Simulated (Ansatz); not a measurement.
## TaAs: from a trial structure to a relaxed crystal

These are results of DFT PBE, scalar-relativistic, plane waves, PAW (Ansatz 0.2.0), not measurements. Cutoff 420 eV, Γ-centred k mesh, Gaussian smearing, no spin polarisation in the final step.

A relaxed cell is given with its space group left out.

```xyz
4
Lattice="3.3300 0.0000 0.0000 -1.6650 2.8838 0.0000 0.0000 0.0000 8.5060" Properties=species:S:1:pos:R:3 pbc="T T T"
Ta    0.0000    1.9226    0.3552
Ta    1.6650    0.9613    4.6082
As    0.0000    1.9226    2.8949
As    1.6650    0.9613    7.1479
```

The zero of energy is the elements' standard structures at the same level; no fitted shifts are applied.

(1) What space group does it have?

(2) What is its formation energy per atom?

(3) Is it a metal?

Results:

(1) P6_3mc (No. 186). Conventional cell: a = 3.330 Å, c = 8.506 Å. Ta has 4 As at 2.54–2.58 Å; As has 4 Ta at 2.54–2.58 Å.

(2) 0.23 eV/atom.

(3) Yes, bands cross the Fermi level on the 18×18×6 mesh.

The final run used a 18×18×6 mesh on its 4-atom cell and 0.10 eV smearing. The k mesh leaves about 4 meV/atom of noise in metals. Spin–orbit coupling is left out. The cell came from a trial start, so TaAs may not exist in this structure.

Cost: 3 runs of about 5.3 core-minutes in all, on Arm Neoverse V1 (shared hosts).